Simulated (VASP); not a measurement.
# VASP inputs for SnTe (rocksalt)

INCAR

```
LREAL = .FALSE.
IBRION = -1
ENCUT = 520
GGA = PE
ISIF = 2
ISMEAR = -1
PREC = Accurate
LWAVE = .FALSE.
NELM = 120
EDIFF = 1E-7
LASPH = .TRUE.
NBANDS = 17
NSW = 0
SIGMA = 0.02
LCHARG = .FALSE.
```

KPOINTS

```
KPOINTS created by Atomic Simulation Environment
0
Gamma
8 8 8
0 0 0
```

KPOINTS_OPT

```
special points
6
Reciprocal
0.0000000000 0.0000000000 0.0000000000 1
0.5000000000 0.0000000000 0.5000000000 1
0.5000000000 0.2500000000 0.7500000000 1
0.3750000000 0.3750000000 0.7500000000 1
0.5000000000 0.5000000000 0.5000000000 1
0.6250000000 0.2500000000 0.6250000000 1
```

POSCAR

```
Sn Te
 1.0000000000000000
     0.0000000000000000    3.1893303423607891    3.1893303423607891
     3.1893303423607891    0.0000000000000000    3.1893303423607891
     3.1893303423607891    3.1893303423607891   -0.0000000000000000
 Sn  Te
   1   1
Cartesian
 -0.0000000000000000  0.0000000000000000 -0.0000000000000000
  3.1893303423607891  3.1893303423607891  3.1893303423607891
```

VASP ran with the recommended PBE PAW datasets (20 valence electrons in the cell).

**Question.** Predict the results.

**Answer.** gap between bands v and c 0.01 eV; least direct gap 0.01 eV; pressure 0.6 GPa.

Band v is the last that the valence electrons fill when counted band by band, and c is the next. Levels in eV from the top of v:

| point | v−1 | v | c | c+1 |
| --- | --- | --- | --- | --- |
| Γ | -2.07 | -2.07 | 3.25 | 3.25 |
| X | -3.59 | -3.59 | 2.29 | 4.72 |
| W | -4.63 | -0.85 | 0.82 | 4.57 |
| K | -3.12 | -2.65 | 2.92 | 2.99 |
| L | -1.74 | 0.00 | 0.01 | 0.40 |
